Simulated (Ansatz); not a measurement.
**MgSi: equation of state with LDA**

The system is MgSi.

```xyz
2
Lattice="2.9084 0.0000 0.0000 0.0000 2.9084 0.0000 0.0000 0.0000 4.1034" Properties=species:S:1:pos:R:3 pbc="T T T"
Si    1.4542    1.4542    2.0517
Mg    0.0000    0.0000    0.0000
```

The cell comes from a database or a generator and needn't be the stable form of this composition.

```yaml
Program: Ansatz 0.2.0
Task: equation of state
Functional: LDA
Potentials_or_basis: Ansatz PAW
Cutoff: 420 eV
Density_cutoff: 1680 eV
k_mesh: 9 × 9 × 7
Occupations: fermi-dirac, width 0.05 eV
Spin: no spin polarisation
```

| Property | Result |
| --- | --- |
| Equilibrium volume | 16.48 Å³/atom |
| Bulk modulus at fixed shape and positions | 69 GPa |
| Pressure derivative of the bulk modulus | 4.2 |

Energy against volume, from the lowest point:
```
volume (Å³/atom)  energy (meV/atom)
          16.314               0.00
          16.661               0.08
          17.008               3.12
          17.355               8.84
          17.702              16.97
          18.049              27.24
          18.396              39.44
```

All runs of the series together: 4.9 s on 2 threads of Arm Neoverse V2, on a shared host.

Caveat: the cell was scaled at fixed shape and fractional positions, which overstates the stiffness of a crystal with free parameters, most of all of layers and chains.
